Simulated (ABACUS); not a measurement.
Crystal: GaN.

```
CELL_PARAMETERS angstrom
0.00000 2.25350 2.25350
2.25350 0.00000 2.25350
2.25350 2.25350 0.00000
ATOMIC_POSITIONS crystal
Ga 0.00000 0.00000 0.00000
N 0.25000 0.25000 0.25000
```

The cell is a database's computed one.

- Program: ABACUS 3.10.1
- Task: single point
- Functional: PBE
- Potentials or basis: PseudoDojo NC SR 0.4.1 PBE standard
- Cutoff: 1361 eV
- Density cutoff: 5442 eV
- Basis: DZP LCAO (the cutoffs set its grid)
- k mesh: 10 × 10 × 10
- Occupations: fermi-dirac, width 0.05 eV
- Spin: no spin polarisation

On this cell: pressure 7.3 GPa; largest force zero by symmetry; band gap on the k mesh 2.17 eV, direct.

The same run follows on a disturbed copy (atoms moved at random, drawn with an rms of 0.05 Å):

```
Ga N
1.0
     0.00000    2.25350    2.25350
     2.25350    0.00000    2.25350
     2.25350    2.25350    0.00000
Ga N
1 1
Direct
  0.00643 0.99831 0.99469
  0.24250 0.24820 0.25662
```

Q: What changes?

A: The energy moves by +5.6 meV/atom; pressure 7.5 GPa; largest force 0.536 eV/Å; band gap on the k mesh 2.08 eV, direct.

Forces in eV/Å, atoms in the order of the input:
```
Ga   0.344 -0.010 -0.411
N   -0.344  0.010  0.411
```

Stress tensor (GPa, compression positive):
```
 7.49  2.23  0.08
 2.23  7.60 -1.87
 0.08 -1.87  7.45
```

Caveats: the atomic orbitals were generated for these runs and aren't a published set; the basis of atomic orbitals isn't converged, which shifts pressures, moduli and gaps.

A k mesh can miss the band edges.
